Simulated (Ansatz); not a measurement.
# Br: the cost of one run

Program: Ansatz 0.2.0, driven from Python. Level of theory: DFT PBE, plane waves, PAW. These are calculated values, not measurements.

### 1 The structure

Br Fd-3m: It takes space group Fd-3m (No. 227, cubic). The conventional cell has a = 6.480 Å, b = 6.480 Å, c = 6.480 Å, α = 90.00°, β = 90.00°, γ = 90.00°. Br (site symmetry -43m) has 4 Br at 2.81 Å as nearest neighbours.

Br P6_3/mmc: The structure is hexagonal, space group P6_3/mmc (No. 194). The conventional cell has a = 3.330 Å, b = 3.330 Å, c = 5.438 Å, α = 90.00°, β = 90.00°, γ = 120.00°. Br (site symmetry -6m2) is surrounded by 12 Br at 3.33 Å.

Br Fm-3m: Symmetry: Fm-3m, No. 225, cubic system. Conventional cell: a = 4.710 Å, b = 4.710 Å, c = 4.710 Å, α = 90.00°, β = 90.00°, γ = 90.00°. Around Br (site symmetry m-3m) lie 12 Br at 3.33 Å.

Br Im-3m: It takes space group Im-3m (No. 229, cubic). The conventional cell has a = 3.740 Å, b = 3.740 Å, c = 3.740 Å, α = 90.00°, β = 90.00°, γ = 90.00°. Around Br (site symmetry m-3m) lie 8 Br at 3.24 Å.

Br Pm-3m: It takes space group Pm-3m (No. 221, cubic). Conventional cell: a = 3.060 Å, b = 3.060 Å, c = 3.060 Å, α = 90.00°, β = 90.00°, γ = 90.00°. Around Br (site symmetry m-3m) lie 6 Br at 3.06 Å.

No structure file is read: the coordinates are typed or built in the script.

### 2 Script

prototypes_br.py

```python
"""Br on common prototypes, each relaxed."""

import warnings

import ansatz as az
import numpy as np
import spglib


def diamond(A, a):
    return az.Crystal.diamond(A, a=a)


def hcp(first, a):
    return (
        az.Lattice.from_parameters(a, a, 1.633 * a, alpha=90, beta=90, gamma=120)
        .space_group(194)
        .atom(first, (1 / 3, 2 / 3, 0.25))
    )


def fcc(A, a):
    return (
        az.Lattice.fcc(a)
        .space_group(225)
        .atom(A, (0, 0, 0))
        .primitive()
    )


def bcc(A, a):
    return (
        az.Lattice.bcc(a)
        .space_group(229)
        .atom(A, (0, 0, 0))
        .primitive()
    )


def sc(first, a):
    return (
        az.Lattice.cubic(a)
        .space_group(221)
        .atom(first, (0, 0, 0))
    )


def ground_state(name, crystal, relax=True):
    calc = crystal.calculation()
    calc = calc.basis(31 * az.Ry)
    calc = calc.scf(tolerance=1e-10)
    calc = calc.kpoints(spacing=0.16)
    calc = calc.occupations("fermi_dirac", width=0.02).stress()
    calc = calc.band_table()
    if relax:
        calc = calc.relax(force_tolerance=0.03, max_steps=60, cell=True)
    return calc.run(threads=1, pin="off")

def bulk_modulus(name, outcome, step=0.01):
    # B = -V dP/dV from the pressures of two uniformly scaled cells, atoms held at their fractions
    pressure = []
    for factor in (1 - step, 1.0, 1 + step):
        cell = az.Crystal(lattice=az.Lattice.of(outcome.lattice.cell_ang * factor ** (1 / 3)))
        for site in outcome.report["lattice"]["sites"]:
            cell = cell.atom(site["symbol"], site["position_frac"])
        pressure.append(np.trace(ground_state(name, cell, relax=False).report["stress_gpa"]) / 3)
    slope, bend = (pressure[0] - pressure[2]) / (2 * step), abs(pressure[0] + pressure[2] - 2 * pressure[1])
    # a jump of mesh or basis between the cells shows as a kink: no modulus then
    return float(slope) if bend < 12 * step**2 * abs(slope) + 0.15 and abs(pressure[1]) < 1.5 else float("nan")


def volume_per_atom(outcome):
    return abs(np.linalg.det(outcome.lattice.cell_ang)) / len(outcome.lattice.sites)


def space_group(outcome):
    sites = outcome.report["lattice"]["sites"]
    kinds = sorted({site["symbol"] for site in sites})
    cell = (outcome.lattice.cell_ang, [site["position_frac"] for site in sites], [kinds.index(site["symbol"]) for site in sites])
    return spglib.get_spacegroup(cell, symprec=0.01)

# a is a first guess in angstrom
warnings.simplefilter("ignore")

phases = {}
phases["diamond"] = diamond("Br", 6.48)
phases["hcp"] = hcp("Br", 3.33)
phases["fcc"] = fcc("Br", 4.71)
phases["bcc"] = bcc("Br", 3.74)
phases["sc"] = sc("Br", 3.06)

done = {name: ground_state(name, crystal) for name, crystal in phases.items()}

energy = {name: o.report["energy_sigma0_ev"] / len(o.lattice.sites) for name, o in done.items()}
lowest = min(energy.values())
rows = [(name, len(o.lattice.sites), 1000 * (energy[name] - lowest), volume_per_atom(o), space_group(o), bulk_modulus(name, o)) for name, o in done.items()]
rows.sort(key=lambda row: row[2])
print("| phase | atoms | dE (meV/atom) | V (A^3/atom) | space group | B (GPa) |")
print("| --- | --- | --- | --- | --- | --- |")
for row in rows:
    print(f"| {row[0]} | {row[1]:d} | {row[2]:.1f} | {row[3]:.3f} | {row[4]} | {row[5]:.0f} |")
```

### 3 The input behind the calls

The package turns the script's settings into the engine's input (first run):

```yaml
crystal:
  lattice:
    - [0.0, 3.24, 3.24]
    - [3.24, 0.0, 3.24]
    - [3.24, 3.24, 0.0]
  atoms:
    - { symbol: Br, position: [0.0, 0.0, 0.0] }
    - { symbol: Br, position: [0.25, 0.25, 0.25] }
basis:
  ecutwfc: 421.77648681281397
kpoints:
  mp_grid:
    kspacing: 0.16
scf:
  convergence:
    dr2_threshold: 1.0e-10
  occupations:
    method: fermi_dirac
    width: 0.02
relax:
  f_tol: 0.03
  max_steps: 60
  cell: {}
output:
  stress: true
  eigenvalues: true
```

### 4 The run

Started as:

```sh
$ python prototypes_br.py
```

Q: Estimate wall time and peak memory on 1 thread of Arm Neoverse N1, shared host.

About 4.3 min, with a peak of 0.49 GiB.
